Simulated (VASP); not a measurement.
A run of VASP 6.6.1 is set up as follows.

File POSCAR:

```
C
1.0
    0.0000000000      1.7774542777      1.7774542777
    1.7774542777      0.0000000000      1.7774542777
    1.7774542777      1.7774542777      0.0000000000
  C
     2
Direct
     0.0000000000000000    0.0000000000000000    0.0000000000000000
     0.2500000000000000    0.2500000000000000    0.2500000000000000
```

Contents of INCAR.step1:

```
SYSTEM = C
PREC     = Accurate       ! precision mode
ENCUT    = 600            ! plane-wave cutoff, eV
EDIFF    = 1E-8           ! SCF threshold, eV
ISMEAR   = 0              ! smearing method
SIGMA    = 0.03           ! smearing width, eV
LREAL    = .False.        ! projectors in reciprocal space
LASPH    = .True.         ! aspherical terms in the spheres
NELM     = 80             ! most SCF steps
ALGO     = Normal         ! electronic algorithm
ISIF     = 3              ! what is computed and relaxed
LWAVE    = .False.        ! write WAVECAR
LCHARG   = .False.        ! write CHGCAR
GGA      = PS             ! functional
IBRION   = 2              ! ionic algorithm
NSW      = 40             ! ionic steps
EDIFFG   = -0.002         ! ionic threshold
```

File INCAR.step2:

```
SYSTEM = C
PREC     = Accurate       ! precision mode
ENCUT    = 600            ! plane-wave cutoff, eV
EDIFF    = 1E-8           ! SCF threshold, eV
ISMEAR   = 0              ! smearing method
SIGMA    = 0.03           ! smearing width, eV
LREAL    = .False.        ! projectors in reciprocal space
LASPH    = .True.         ! aspherical terms in the spheres
NELM     = 80             ! most SCF steps
ALGO     = Normal         ! electronic algorithm
ISIF     = 3              ! what is computed and relaxed
LWAVE    = .False.        ! write WAVECAR
LCHARG   = .False.        ! write CHGCAR
GGA      = PS             ! functional
IBRION   = 6              ! ionic algorithm
NFREE    = 2            
POTIM    = 0.015          ! step
NSW      = 1              ! ionic steps
```

KPOINTS

```
regular mesh
0
Gamma
  14 14 14
  0 0 0
```

Potentials or basis: VASP PAW PBE potentials, release 64 (C).

Command:

```sh
$ cat potpaw_PBE.64/C/POTCAR > POTCAR
$ cp INCAR.step1 INCAR
$ mpirun -np 1 vasp_std > vasp.out
$ cp CONTCAR POSCAR
$ cp INCAR.step2 INCAR
$ mpirun -np 1 vasp_std > vasp.out
```

(1) What does it give for the elastic constants C11, C12, C44?

(2) What does it give for the Voigt bulk modulus?

(3) What does it give for the highest phonon frequency at Γ?

Results:

(1) 1068, 140, 574 GPa.

(2) 449 GPa.

(3) 1309 cm⁻¹.

Caveat: the PAW data sets were made with another functional, which shifts forces and pressure a little.
